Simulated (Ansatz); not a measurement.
The system is SiO2.

```
Si O
1.0
     4.97559    0.00000    0.00000
     0.00000    4.97559    0.00000
     0.00000    0.00000    6.90089
Si O
4 8
Direct
  0.80325 0.80325 0.50000
  0.69675 0.30325 0.25000
  0.30325 0.69675 0.75000
  0.19675 0.19675 0.00000
  0.76176 0.11039 0.43204
  0.88961 0.23824 0.06796
  0.11039 0.76176 0.56796
  0.26176 0.38961 0.81796
  0.23824 0.88961 0.93204
  0.73824 0.61039 0.31796
  0.38961 0.26176 0.18204
  0.61039 0.73824 0.68204
```

The cell comes from a database or a generator and needn't be the stable form of this composition.

| Item | Value |
| --- | --- |
| Program | Ansatz 0.2.0 |
| Task | relaxation of cell and atoms |
| Functional | PBE |
| Dispersion | D3(BJ) |
| Potentials or basis | Ansatz PAW |
| Cutoff | 420 eV (not typed: the program's choice for these potentials) |
| k mesh | 6 × 6 × 4 |
| Occupations | fermi-dirac, width 0.05 eV |
| Spin | no spin polarisation |

At the start: volume 14.24 Å³/atom.

**Question.** Where does the relaxation end?

**Answer.** It ends after 9 steps and the volume is 13.91 Å³/atom (-2.3 %); space group P4_32_12 (No. 96, to 0.05 Å).

The path:
```
step  energy change (eV)  largest force (eV/Å)  volume (Å³)
   1              0.0000                0.2838       170.84
   2             -0.0195                0.1894       172.03
   3             -0.0294                0.0730       173.06
   4             -0.0376                0.0422       172.16
   5             -0.0604                0.0190       168.11
   6             -0.0621                0.0014       167.67
   7             -0.0523                0.0013       167.67
   8             -0.0553                0.0007       166.89
   9             -0.0529                0.0006       166.89
```

Final structure:
```
Si O
1.0
     4.94558    0.00000    0.00000
     0.00000    4.94558    0.00000
     0.00000    0.00000    6.82349
Si O
4 8
Direct
  0.80938 0.80938 0.50000
  0.69062 0.30938 0.25000
  0.30938 0.69062 0.75000
  0.19062 0.19062 0.00000
  0.76504 0.12410 0.43940
  0.87590 0.23496 0.06060
  0.12410 0.76504 0.56060
  0.26504 0.37590 0.81060
  0.23496 0.87590 0.93940
  0.73496 0.62410 0.31060
  0.37590 0.26504 0.18940
  0.62410 0.73496 0.68940
```

Caveat: the plane-wave basis is chosen anew once the cell has moved, so the energies of steps on either side of that aren't comparable; the pressure holds a Pulay correction of +0.6 GPa for the finite cutoff.
